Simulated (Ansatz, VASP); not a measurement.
# Two plane-wave programs on Pd

```xyz
1
Lattice="-1.5681 1.5681 1.5681 1.5681 -1.5681 1.5681 1.5681 1.5681 -1.5681" Properties=species:S:1:pos:R:3 pbc="T T T"
Pd    0.0000    0.0000    0.0000
```

Alike in both runs: task single point; functional LDA; k mesh 16 × 16 × 16; occupations fermi-dirac, width 0.1 eV; no spin polarisation.

```csv
,VASP,Ansatz
version,VASP 6.6.1,Ansatz 0.2.0
potentials or method,"VASP PAW LDA potentials, release 64 (Pd)","plane waves (420 eV) with PAW, scalar-relativistic"
plane-wave cutoff (eV),520,420
valence electrons in the cell,10,18
```

|  | VASP | Ansatz | Ansatz less VASP |
| --- | --- | --- | --- |
| pressure (GPa) | -13.6 | -13.8 | -0.20 |

The two sets of potentials don't hold the same shells in valence. Ansatz warned: «pseudo_functional_mismatch».
